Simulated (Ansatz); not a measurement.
# CdO: the cost of one run

Program: Ansatz 0.2.0. Level of theory: DFT r2SCAN, scalar-relativistic, plane waves, PAW. These are calculated values, not measurements.

1 further run of the same task is left out (set aside as unsound or not needed).

## (1) The starting structure

The structure is cubic, space group Fm-3m (No. 225). Conventional cell: a = 4.768 Å, b = 4.768 Å, c = 4.768 Å, α = 90.00°, β = 90.00°, γ = 90.00°. Cd (site symmetry m-3m) is surrounded by 6 O at 2.38 Å. O (site symmetry m-3m) has 6 Cd at 2.38 Å as nearest neighbours.

Structure file:

```cif
data_structure
_symmetry_space_group_name_H-M 'Fm-3m'
_symmetry_Int_Tables_number 225
_cell_length_a 4.7677
_cell_length_b 4.7677
_cell_length_c 4.7677
_cell_angle_alpha 90.000
_cell_angle_beta 90.000
_cell_angle_gamma 90.000
_cell_volume 108.38
loop_
_atom_site_label
_atom_site_type_symbol
_atom_site_symmetry_multiplicity
_atom_site_Wyckoff_symbol
_atom_site_fract_x
_atom_site_fract_y
_atom_site_fract_z
_atom_site_occupancy
Cd1 Cd 4 a 0.00000 0.00000 0.00000 1
O1 O 4 b 0.50000 0.00000 0.00000 1
```

It is the end of an earlier relaxation with the same method, from a distorted copy of a database structure. At a tolerance of 0.05 Å it has space group Fm-3m (No. 225); it has 13.55 Å³/atom, an uncorrected energy of -1.01 eV/atom over the elements and, on its mesh, gap none (metal).

## (2) The same geometry with r2SCAN

Input file input.yaml:

```yaml
crystal:
  lattice:
    - [0.0, 2.3838709475, 2.3838709475]
    - [2.3838709475, 0.0, 2.3838709475]
    - [2.3838709475, 2.3838709475, 0.0]
  atoms:
    - { symbol: Cd, position: [0.0, 0.0, 0.0] }
    - { symbol: O, position: [0.5, 0.5, 0.5] }
basis:
  ecutwfc: 500
kpoints:
  mp_grid: { grid: [20, 20, 20] }
  band_path:
    path:
      - [[0.0, 0.0, 0.0], [0.5, 0.0, 0.5], [0.625, 0.25, 0.625]]
      - [[0.375, 0.375, 0.75], [0.0, 0.0, 0.0], [0.5, 0.5, 0.5], [0.5, 0.25, 0.75], [0.5, 0.0, 0.5]]
    npoints: 14
hamiltonian:
  xc: r2scan
scf:
  occupations: { method: gaussian, width: 0.1 }
  n_extra_bands: 6
output:
  forces: true
  stress: true
  eigenvalues: true
  populations: true
  dos: { projected: true, de: 0.02, nscf_kmesh: { grid: [24, 24, 24] } }
  bader: true
```

The run is started by

```console
$ ansatz run input.yaml --threads 1 --pin off --max-ram 2560MiB --backend cpu --events-out ev --progress --plain --runs-dir out
```

**Question.** How long does this run take on 1 thread of Intel Xeon Platinum 8259CL at 2.50GHz (Skylake/Cascade Lake), shared host, and how much memory does it need?

About 42 s, with a peak of 0.54 GiB.
